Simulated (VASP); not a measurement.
CsCl (relaxed from the CsCl type structure, space group Pm-3m): computed properties

These are PBEsol GGA, VASP's PBE PAW potentials (set 64) (plane waves; VASP) values and carry that method's errors.

```json
{
  "space_group": "Pm-3m (221)",
  "cell": "a = b = c = 4.0742 Å, α = β = γ = 90.00°",
  "volume_per_atom": "33.81 Å³/atom",
  "band gap (over mesh and band path)": "5.21 eV",
  "smallest direct gap (over mesh and band path)": "5.21 eV",
  "band_edge_character": "direct, Γ to Γ",
  "density": "4.13 g/cm³"
}
```

```yaml
crystal:
  lattice:
    - [4.07422, 0.00000, 0.00000]
    - [0.00000, 4.07422, 0.00000]
    - [0.00000, 0.00000, 4.07422]
  atoms:
    - { symbol: Cs, position: [0.00000, 0.00000, 0.00000] }
    - { symbol: Cl, position: [0.50000, 0.50000, 0.50000] }
```

Unless said otherwise, spin-orbit coupling is left out, though it shifts the bands of the heavy elements here.

The structure was generated: CsCl was put into the CsCl type type (Pm-3m), which need not be its known phase. It was relaxed first, which changed the volume by -26 %. Symmetry was kept, so distortions that lower it aren't found.
